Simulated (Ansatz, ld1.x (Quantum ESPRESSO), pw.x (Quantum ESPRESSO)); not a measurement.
# From atom to crystal: TM potential for lanthanum (La)

```
Element                 : lanthanum (La)
Generator               : ld1.x (Quantum ESPRESSO) 7.5
Type                    : norm-conserving Troullier–Martins (Kleinman–Bylander form)
Functional              : PBE
Relativity              : scalar-relativistic
Frozen core             : [Xe]
Valence charge          : 3
Reference configuration : 4f0 5d1 6s2 6p0
Partial waves           : 6p (bound, empty): rc 3.90 bohr; 5d (bound): rc 2.70 bohr; 4f (bound, empty): rc 2.00 bohr; 6s (bound): rc 3.95 bohr
Local potential         : the s channel
Core correction         : Bessel-smoothed model core, default radius (core density twice the valence density)
```

Atomic tests: cutoffs needed: 10 Ry and 12 Ry (the cutoffs (Ry, on a coarse ladder) from which the occupation-weighted sum of valence levels, in a spherical-Bessel basis at the reference potential, stays within 10 and 1 mRy of its value at 400 Ry) The cutoffs count occupied waves only; the empty 4f level needs 90 Ry at the loose tolerance.; ghost test: no extra level below or beside the all-electron valence levels (p, d, f, s tested) (spherical-Bessel basis up to 400 Ry, 20 bohr box); configuration tests: 1 of 7 tests not solved or not reliable.

Crystal test: fcc La in pw.x 7.5, no spin, 11³ k-points, Fermi–Dirac smearing 0.01 Ry, cutoffs 50/200 Ry. The lattice is a test structure that the element need not adopt, and mesh and smearing are coarse.

pw.x input:

```
&control
  calculation='scf', prefix='x', pseudo_dir='./', outdir='./tmp', tstress=.true., disk_io='none'
/
&system
  ibrav=0, nat=1, ntyp=1, ecutwfc=50, ecutrho=200, nbnd=8,
  occupations='smearing', smearing='fd', degauss=0.01
/
&electrons
  conv_thr=1e-09, mixing_beta=0.4, electron_maxstep=70
/
ATOMIC_SPECIES
La 1.0 La.UPF
CELL_PARAMETERS angstrom
  0.00000000 2.64454795 2.64454795
  2.64454795 0.00000000 2.64454795
  2.64454795 2.64454795 0.00000000
ATOMIC_POSITIONS crystal
La 0.0000 0.0000 0.0000
K_POINTS automatic
11 11 11 0 0 0
```

```bash
pw.x < La.scf.in > La.scf.out
```

Question: How does the run end?

Answer: It converges; the pressure is 4.52 GPa against 0.14 GPa from all-electron LAPW. The largest radius (3.95 bohr) exceeds half the bond length (3.53 bohr), so the spheres overlap, which is one possible source of error among others. This is a poor potential for the solid. Atomic configuration tests: 1 of 7 tests not solved or not reliable. The log shows:

```
     iteration #  1     ecut=    50.00 Ry     beta= 0.40
     c_bands:  2 eigenvalues not converged
     c_bands:  1 eigenvalues not converged
     c_bands:  2 eigenvalues not converged
     c_bands:  2 eigenvalues not converged
     [... 13 repeated lines left out ...]
     total energy              =     -12.26166380 Ry
     estimated scf accuracy    <       0.00048729 Ry
     iteration #  2     ecut=    50.00 Ry     beta= 0.40
     [... 1 repeated lines left out ...]
     total energy              =     -12.26177709 Ry
     estimated scf accuracy    <       0.00017424 Ry
     iteration #  3     ecut=    50.00 Ry     beta= 0.40
     [... 3 repeated lines left out ...]
     total energy              =     -12.26179144 Ry
     estimated scf accuracy    <       0.00000351 Ry
     iteration #  4     ecut=    50.00 Ry     beta= 0.40
     [... 11 repeated lines left out ...]
     total energy              =     -12.26179298 Ry
     estimated scf accuracy    <       0.00000006 Ry
     iteration #  5     ecut=    50.00 Ry     beta= 0.40
     [... 5 repeated lines left out ...]
     total energy              =     -12.26179336 Ry
     estimated scf accuracy    <       0.00000003 Ry
     iteration #  6     ecut=    50.00 Ry     beta= 0.40
     [... 2 repeated lines left out ...]
     the Fermi energy is     5.1644 ev
!    total energy              =     -12.26179336 Ry
     estimated scf accuracy    <          5.6E-11 Ry
     smearing contrib. (-TS)   =      -0.00630698 Ry
     The total energy is F=E-TS. E is the sum of the following terms:
     one-electron contribution =       3.02622768 Ry
     hartree contribution      =       0.00158663 Ry
     xc contribution           =     -11.15483690 Ry
     ewald contribution        =      -4.12846379 Ry
     convergence has been achieved in   6 iterations
          total   stress  (Ry/bohr**3)                   (kbar)     P=       45.23
     Message from routine punch:
     Nothing written, as per user request (disk_io='none')
```
